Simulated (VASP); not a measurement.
# Cu3N (Pm-3m) in VASP: density of states with PBE

Aim: the density of states of Cu3N with PBE.

Program: VASP 6.6.1. These are calculated values, not measurements. Logs are shortened: lines on timing, memory, paths and dates and some standing lists are left out, and cuts for length are marked.

**1. Starting point**

Symmetry: Pm-3m, No. 221, cubic system. The conventional cell has a = 3.827 Å, b = 3.827 Å, c = 3.827 Å, α = 90.00°, β = 90.00°, γ = 90.00°. Cu (site symmetry 4/mmm) is surrounded by 2 N at 1.91 Å. N (site symmetry m-3m) is surrounded by 6 Cu at 1.91 Å.

**2. Density of states, PBE**

POSCAR reads:

```
Cu3N
1.0
    3.8272904609      0.0000000000      0.0000000000
    0.0000000000      3.8272904609      0.0000000000
    0.0000000000      0.0000000000      3.8272904609
Cu N
3 1
Direct
    0.5000000000      0.0000000000      0.0000000000
    0.0000000000      0.5000000000      0.0000000000
    0.0000000000      0.0000000000      0.5000000000
    0.0000000000      0.0000000000      0.0000000000
```

INCAR.step1 reads:

```
PREC = Accurate
ENCUT = 520
EDIFF = 1E-6
ISMEAR = 0
SIGMA = 0.01
LREAL = F
LASPH = T
NELM = 100
ALGO = Normal
ISIF = 2
LWAVE = F
LCHARG = T
LMAXMIX = 4
GGA = PE
NBANDS = 27
```

KPOINTS.step1 reads:

```
regular mesh
0
Gamma
  10 10 10
```

INCAR.step2 reads:

```
PREC = Accurate
ENCUT = 520
EDIFF = 1E-6
ISMEAR = -5
SIGMA = 0.01
LREAL = F
LASPH = T
NELM = 100
ALGO = Normal
ISIF = 2
LWAVE = F
LCHARG = F
LMAXMIX = 4
GGA = PE
LORBIT = 11
NBANDS = 27
NEDOS = 2001
ICHARG = 11
```

KPOINTS.step2 reads:

```
regular mesh
0
Gamma
  15 15 15
```

Potentials or basis: VASP PAW PBE potentials, release 64 (Cu, N).

Launch:

```bash
$ cat potpaw_PBE.64/Cu/POTCAR potpaw_PBE.64/N/POTCAR > POTCAR
$ cp INCAR.step1 INCAR
$ cp KPOINTS.step1 KPOINTS
$ mpirun -np 1 vasp_std > vasp.out
$ cp INCAR.step2 INCAR
$ cp KPOINTS.step2 KPOINTS
$ mpirun -np 1 vasp_std > vasp.out
```

OUTCAR:

```text
PREC = Accurate
   ENCUT = 520
   EDIFF = 1E-6
   ISMEAR = -5
   LREAL = F
   LASPH = T
   NELM = 100
   ISIF = 2
   GGA = PE
   LORBIT = 11
   ICHARG = 11

 ion  position               nearest neighbor table
   1  0.500  0.000  0.000-   4 1.91   4 1.91   2 2.71   3 2.71   2 2.71   2 2.71   3 2.71   3 2.71
                             3 2.71   2 2.71
   2  0.000  0.500  0.000-   4 1.91   4 1.91   1 2.71   3 2.71   1 2.71   3 2.71   3 2.71   3 2.71
                             1 2.71   1 2.71
   3  0.000  0.000  0.500-   4 1.91   4 1.91   1 2.71   1 2.71   2 2.71   2 2.71   2 2.71   2 2.71
                             1 2.71   1 2.71
   4  0.000  0.000  0.000-   1 1.91   2 1.91   3 1.91   3 1.91   2 1.91   1 1.91

  LATTYP: Found a simple cubic cell.
 ALAT       =     3.8272904609

  Lattice vectors:

 A1 = (   3.8272904609,   0.0000000000,   0.0000000000)
 A2 = (   0.0000000000,   3.8272904609,   0.0000000000)
 A3 = (   0.0000000000,   0.0000000000,   3.8272904609)

Analysis of symmetry for initial positions (statically):
=====================================================================
 Subroutine PRICEL returns:
 Original cell was already a primitive cell.

 Routine SETGRP: Setting up the symmetry group for a
 simple cubic supercell.

 Subroutine GETGRP returns: Found 48 space group operations
 (whereof 48 operations were pure point group operations)
 out of a pool of 48 trial point group operations.

The static configuration has the point symmetry O_h .

Analysis of symmetry for dynamics (positions and initial velocities):
=====================================================================
 Subroutine PRICEL returns:
 Original cell was already a primitive cell.

 Routine SETGRP: Setting up the symmetry group for a
 simple cubic supercell.

 Subroutine GETGRP returns: Found 48 space group operations
 (whereof 48 operations were pure point group operations)
 out of a pool of 48 trial point group operations.

The dynamic configuration has the point symmetry O_h .

 Subroutine INISYM returns: Found 48 space group operations
 (whereof 48 operations are pure point group operations),
 and found     1 'primitive' translations

----------------------------------------------------------------------------------------

                                     Primitive cell

  volume of cell :      56.0627

  direct lattice vectors                    reciprocal lattice vectors
     3.827290461  0.000000000  0.000000000     0.261281450  0.000000000  0.000000000
     0.000000000  3.827290461  0.000000000     0.000000000  0.261281450  0.000000000
     0.000000000  0.000000000  3.827290461     0.000000000  0.000000000  0.261281450

  length of vectors
     3.827290461  3.827290461  3.827290461     0.261281450  0.261281450  0.261281450

  position of ions in fractional coordinates (direct lattice)
     0.500000000  0.000000000  0.000000000
     0.000000000  0.500000000  0.000000000
     0.000000000  0.000000000  0.500000000
     0.000000000  0.000000000  0.000000000

  ion indices of the primitive-cell ions
   primitive index   ion index
                 1           1
                 2           2
                 3           3
                 4           4

----------------------------------------------------------------------------------------

 KPOINTS: regular mesh

Automatic generation of k-mesh.
 Grid dimensions read from file:
 generate k-points for:   15   15   15

 Generating k-lattice:

  Cartesian coordinates                     Fractional coordinates (reciprocal lattice)
     0.017418763  0.000000000  0.000000000     0.066666667  0.000000000  0.000000000
     0.000000000  0.017418763  0.000000000     0.000000000  0.066666667  0.000000000
     0.000000000  0.000000000  0.017418763     0.000000000  0.000000000  0.066666667

  Length of vectors
     0.017418763  0.017418763  0.017418763

  Shift w.r.t. Gamma in fractional coordinates (k-lattice)
     0.000000000  0.000000000  0.000000000

 TETIRR: Found   1667 inequivalent tetrahedra from    20250

 Subroutine IBZKPT returns following result:
 ===========================================

 Found    120 irreducible k-points:

 Following reciprocal coordinates:
            Coordinates               Weight
  0.000000  0.000000  0.000000      1.000000
  0.066667  0.000000  0.000000      6.000000
  0.133333  0.000000  0.000000      6.000000
  0.200000  0.000000  0.000000      6.000000
  0.266667  0.000000  0.000000      6.000000
  0.333333  0.000000  0.000000      6.000000
[... 16 lines left out ...]
  0.266667  0.200000  0.000000     24.000000
  0.333333  0.200000  0.000000     24.000000
 [... further k-points ...]
   k-points           NKPTS =    120   k-points in BZ     NKDIM =    120   number of bands    NBANDS=     27
   number of dos      NEDOS =   2001   number of ions     NIONS =      4
   total plane-waves  NPLWV =  21952
   dimension x,y,z NGX =    28 NGY =   28 NGZ =   28
   dimension x,y,z NGXF=    56 NGYF=   56 NGZF=   56
   ions per type =               3   1
   NGX,Y,Z   is equivalent  to a cutoff of  12.16, 12.16, 12.16 a.u.
   NGXF,Y,Z  is equivalent  to a cutoff of  24.32, 24.32, 24.32 a.u.
 SYSTEM =  unknown system
   PREC   = accura    normal or accurate (medium, high low for compatibility)
   ISTART =      0    job   : 0-new  1-cont  2-samecut
   ICHARG =     11    charge: 1-file 2-atom 10-const
   ISPIN  =      1    spin polarized calculation?
   LNONCOLLINEAR =      F non collinear calculations
   LSORBIT =      F    spin-orbit coupling
   LASPH  =      T    aspherical Exc in radial PAW
   ENCUT  =  520.0 eV  38.22 Ry    6.18 a.u.   7.12  7.12  7.12*2*pi/ulx,y,z
   NELM   =    100;   NELMIN=  2; NELMDL=  0     # of ELM steps
   EDIFF  = 0.1E-05   stopping-criterion for ELM
   LREAL  =      F    real-space projection
[... 7 lines left out ...]
   TEBEG  =    0.0;   TEEND  =   0.0 temperature during run
   PSTRESS=    0.0 pullay stress
   NELECT =      38.0000    total number of electrons
   NUPDOWN=      -1.0000    fix difference up-down
   EMIN   =  10.00;   EMAX   =-10.00  energy-range for DOS
   EFERMI =   0.00;   METHOD = LEGACY
   ISMEAR =    -5;   SIGMA  =   0.01  broadening in eV -4-tet -1-fermi 0-gaus
   EFERMI_NEDOS =   21; number of points for ismear=-14 and -15
   IALGO  =     38    algorithm
   IMIX   =      4    mixing-type and parameters
     AMIX     =   0.40;   BMIX     =  1.00
     AMIX_MAG =   1.60;   BMIX_MAG =  1.00
  volume/ion in A,a.u.               =      14.02        94.58
  Fermi-wavevector in a.u.,A,eV,Ry     =   1.438063  2.717545 28.137195  2.068025
  Thomas-Fermi vector in A             =   2.557071
   LORBIT       =     11    0 simple, 1 ext, 2 COOP (PROOUT), +10 PAW based schemes
   GGA     = PE    functional components
   LHFCALC =     F    Hartree Fock is set to
   AEXX    =    0.0000 exact exchange contribution
   IVDW    =     0    specifies the selected vdW correction
   LEPSILON=     F    determine dielectric tensor
   LRPA    =     F    only Hartree local field effects (RPA)
 non-spin polarized calculation
 Fermi weights with tetrahedron method with Bloechl corrections
  energy-cutoff  :      520.00
  volume of cell :       56.06
 maximum number of plane-waves:      1522

 number of electron      37.9999891 magnetization

 Free energy of the ion-electron system (eV)
  ---------------------------------------------------
  ext. energy  EPLUGINS =         0.00000000
  ---------------------------------------------------
  free energy    TOTEN  =       -18.39041704 eV

  energy without entropy =      -18.39041704  energy(sigma->0) =      -18.39041704

 E-fermi :   4.7463     XC(G=0): -10.7363

 val. band max:        4.7367530153   @ k =   0.4667   0.4667   0.4000
 cond. band min:       5.1879457191   @ k =   0.4667   0.4667   0.0000
 fundamental gap:      0.4511927038
 Fermi energy:         4.7463458456

 k-point     1 :       0.0000    0.0000    0.0000
  band No.  band energies     occupation
      1     -11.9188      2.00000
      2      -0.3613      2.00000
      3       0.1051      2.00000
      4       0.1051      2.00000
      5       0.1051      2.00000
      6       1.0110      2.00000
[... 19 lines left out ...]
     26      16.9831      0.00000
     27      16.9945      0.00000

 k-point     2 :       0.0667    0.0000    0.0000
  band No.  band energies     occupation
      1     -11.9026      2.00000
      2      -0.4040      2.00000
      3       0.0036      2.00000
      4       0.0511      2.00000
      5       0.0511      2.00000
      6       1.0156      2.00000
[... 19 lines left out ...]
     26      16.6915      0.00000
     27      16.7577      0.00000

 k-point     3 :       0.1333    0.0000    0.0000
  band No.  band energies     occupation
      1     -11.8562      2.00000
      2      -0.6908      2.00000
      3      -0.0759      2.00000
      4      -0.0759      2.00000
      5      -0.0395      2.00000
      6       1.0289      2.00000
[... 19 lines left out ...]
     26      16.0059      0.00000
     27      16.2393      0.00000

 k-point     4 :       0.2000    0.0000    0.0000
  band No.  band energies     occupation
      1     -11.7860      2.00000
      2      -1.1704      2.00000
      3      -0.2236      2.00000
      4      -0.2236      2.00000
      5       0.0798      2.00000
      6       1.0489      2.00000
[... 19 lines left out ...]
     26      15.1641      0.00000
     27      15.6401      0.00000
[... 516 lines left out ...]
      4      -0.4678      2.00000
      5       0.3795      2.00000
      6       1.2274      2.00000
[... 19 lines left out ...]
     26      14.5355      0.00000
     27      14.9099      0.00000

 k-point    23 :       0.2667    0.2000    0.0000
  band No.  band energies     occupation
      1     -11.5683      2.00000
      2      -1.7277      2.00000
      3      -1.3103      2.00000
      4      -0.5830      2.00000
      5       0.5615      2.00000
      6       1.2860      2.00000
[... 19 lines left out ...]
     26      14.5075      0.00000
     27      15.2376      0.00000

 k-point    24 :       0.3333    0.2000    0.0000
  band No.  band energies     occupation
      1     -11.4846      2.00000
      2      -2.1333      2.00000
      3      -1.3629      2.00000
      4      -0.6803      2.00000
      5       0.7783      2.00000
      6       1.3297      2.00000
[... 19 lines left out ...]
     26      14.1337      0.00000
     27      15.6916      0.00000

 [... further k-points ...]

------------------------ aborting loop because EDIFF is reached ----------------------------------------

  FORCE on cell =-STRESS in cart. coord.  units (eV):
  Direction    XX          YY          ZZ          XY          YZ          ZX
  --------------------------------------------------------------------------------------
  -------------------------------------------------------------------------------------
  Total        0.0610988      0.0610988      0.0610988     -0.0000000      0.0000000      0.0000000
  in kB        1.7461006      1.7461006      1.7461006     -0.0000000      0.0000000      0.0000000
  external PRESSURE =       1.7461006 kB  Pullay stress =       0.0000000 kB

 VOLUME and BASIS-vectors are now :
 -----------------------------------------------------------------------------
  energy-cutoff  :      520.00
  volume of cell :       56.06
      direct lattice vectors                 reciprocal lattice vectors
     3.827290461  0.000000000  0.000000000     0.261281450  0.000000000  0.000000000
     0.000000000  3.827290461  0.000000000     0.000000000  0.261281450  0.000000000
     0.000000000  0.000000000  3.827290461     0.000000000  0.000000000  0.261281450

 POSITION                                       TOTAL-FORCE (eV/Angst)
 -----------------------------------------------------------------------------------
      1.91365      0.00000      0.00000         0.000000      0.000000      0.000000
      0.00000      1.91365      0.00000         0.000000      0.000000      0.000000
      0.00000      0.00000      1.91365         0.000000      0.000000      0.000000
      0.00000      0.00000      0.00000         0.000000      0.000000      0.000000
 -----------------------------------------------------------------------------------
    total drift:                               -0.000000      0.000000     -0.000000

  FREE ENERGIE OF THE ION-ELECTRON SYSTEM (eV)
  ---------------------------------------------------
  free  energy   TOTEN  =       -18.3904170430 eV

  energy  without entropy=      -18.3904170430  energy(sigma->0) =      -18.39041704

 total charge

# of ion       s       p       d       tot
------------------------------------------
    1        0.420   0.372   9.223  10.016
    2        0.420   0.372   9.223  10.016
    3        0.420   0.372   9.223  10.016
    4        1.204   2.512   0.000   3.715
--------------------------------------------------
tot          2.465   3.629  27.670  33.764
```

Wall time 1.7 min (1 thread of Intel Xeon Platinum 8488C (Sapphire Rapids), shared host); peak memory 0.25 GiB.

Results:

- Valence electrons inside the program's atomic spheres: Cu 10.02; N 3.71

States per cell in windows of 0.5 eV (zero at the valence-band top; states under -8 eV left out):
```tsv
from (eV)	total	Cu3_d	Cu1_d	Cu2_d	N4_p	Cu1_s	Cu2_s
-8.0	0.06	0.01	0.01	0.01	0.02	0.00	0.00
-7.5	1.97	0.18	0.18	0.18	0.60	0.10	0.10
-7.0	1.09	0.10	0.10	0.10	0.34	0.04	0.04
-6.5	0.97	0.08	0.08	0.08	0.31	0.03	0.03
-6.0	1.23	0.11	0.11	0.11	0.41	0.01	0.01
-5.5	0.74	0.06	0.06	0.06	0.26	0.01	0.01
-5.0	0.18	0.02	0.02	0.02	0.05	0.00	0.00
-4.5	0.33	0.05	0.05	0.05	0.01	0.01	0.01
-4.0	1.20	0.28	0.28	0.28	0.01	0.02	0.02
-3.5	7.10	1.98	1.98	1.98	0.05	0.04	0.04
-3.0	6.03	1.83	1.83	1.83	0.02	0.01	0.01
-2.5	8.70	2.74	2.74	2.74	0.03	0.01	0.01
-2.0	2.87	0.90	0.90	0.90	0.02	0.01	0.01
-1.5	2.24	0.57	0.57	0.57	0.19	0.03	0.03
-1.0	1.39	0.32	0.32	0.32	0.17	0.02	0.02
-0.5	0.49	0.11	0.11	0.11	0.06	0.01	0.01
0.0	0.01	0.00	0.00	0.00	0.00	0.00	0.00
0.5	0.11	0.01	0.01	0.01	0.00	0.00	0.00
1.0	0.30	0.03	0.03	0.03	0.01	0.00	0.00
1.5	0.65	0.07	0.07	0.07	0.04	0.01	0.01
2.0	0.96	0.10	0.10	0.10	0.11	0.02	0.02
2.5	0.59	0.05	0.05	0.05	0.07	0.01	0.01
3.0	1.16	0.09	0.09	0.09	0.16	0.03	0.03
3.5	0.61	0.04	0.04	0.04	0.08	0.02	0.02
4.0	0.56	0.03	0.03	0.03	0.09	0.01	0.01
4.5	0.80	0.05	0.05	0.05	0.13	0.03	0.03
5.0	0.61	0.02	0.02	0.02	0.05	0.04	0.04
5.5	0.60	0.02	0.02	0.02	0.04	0.04	0.04
6.0	0.51	0.01	0.01	0.01	0.04	0.04	0.04
6.5	0.69	0.01	0.01	0.01	0.06	0.05	0.05
7.0	1.38	0.05	0.05	0.05	0.13	0.09	0.09
7.5	1.33	0.06	0.06	0.06	0.20	0.07	0.07
```
